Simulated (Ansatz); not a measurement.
Results of PBE in Ansatz (PAW) for rock-salt LiI.

Input file:

Ansatz 0.2 input:
```yaml
crystal:
  lattice:
    - [0.0, 2.9483575376, 2.9483575376]
    - [2.9483575376, 0.0, 2.9483575376]
    - [2.9483575376, 2.9483575376, 0.0]
  atoms:
    - { symbol: Li, position: [0.0, 0.0, 0.0] }
    - { symbol: I, position: [0.5, 0.5, 0.5] }
basis:
  ecutwfc: 520
  ecutrho_ratio: 4
  xc_grid: 2
kpoints:
  mp_grid: { grid: [10, 10, 10] }
hamiltonian:
  xc: pbe
  dispersion: none
  pseudopotentials: { kind: paw }
scf:
  occupations: { method: fermi_dirac, width: 0.01 }
  convergence: { dr2_threshold: 0.000000001 }
output:
  forces: true
  stress: true
  eigenvalues: true
```

### Question
How many irreducible k-points, plane waves at Γ does the program set up, and what pressure does the run end with?

### Answer
47 irreducible k-points, 1411 plane waves at Γ; P = 1.40 GPa, so the cell is compressed on average and its volume would grow at this level.

From the output:

```
WARN output.stress: scf.convergence.dr2_threshold = 1e-9 eV is looser than the 2e-10 eV advised for a printed stress (1e-10 eV for each atom of the cell: 2)
Crystal: 2 atoms, lattice volume = 51.259 Å³
Basis set: ecut = 520 eV, 1411 PW (Γ), exchange–correlation on 64×64×64 points (8 copies of the dense FFT grid, shifted against one another)
Bands: 14, of which v1, the nominal top of the filled ones, is band 10 counted from 1 (9 counted from 0)
Symmetry: 48 space group operations
Space group: Fm-3m (ITA 225), of the structure as read, at distance tolerance 3.7e-5 Å
k-points: 47 of 1000
Functional: x = pbe(κ = 0.804, μ = 0.2195149727645171), c = pbe(β = 0.06672455060314922)
SCF iter   1: F=—  HF=-7719.987722 eV  |F-HF|=—  |Δ(HF+E_count)|=         —  Δρ=6.62e-4  dr2=4.03e-4
SCF iter   2: F=—  HF=-7719.987080 eV  |F-HF|=—  |Δ(HF+E_count)|=   6.42e-4  Δρ=5.16e-4  dr2=2.73e-4
  ...
SCF iter   6: F=—  HF=-7719.987045 eV  |F-HF|=—  |Δ(HF+E_count)|=   1.22e-6  Δρ=1.56e-6  dr2=2.54e-9
SCF iter   7: F=-7719.987045 eV  HF=-7719.987045 eV  |F-HF|=1.07e-10  |Δ(HF+E_count)|=   1.00e-9  Δρ=3.22e-7  dr2=1.02e-10
SCF 1 converged in 7 iterations: F = -7719.987045 eV  dr2 = 1.02e-10
SCF converged after 7 iterations
Free energy (F): -7719.987045 eV
Internal energy: -7719.987045 eV  (E = F + TS)
E sigma→0 (E₀):  -7719.987045 eV
Fermi energy:    6.910738 eV
--- Forces (eV/Å), atoms counted from 1 ---
  atom   1  Li    -0.00000000     0.00000000     0.00000000
  atom   2  I      0.00000000    -0.00000000     0.00000000
--- Stress (GPa, compression-positive) ---
        1.404623      -0.000000       0.000000
        0.000000       1.404623      -0.000000
        0.000000      -0.000000       1.404623
  P = ⅓ Tr σ = 1.4046 GPa (14.046 kbar)
```

The cell is one volume of an energy–volume scan, off the minimum.

Ansatz is a program for electronic structure.
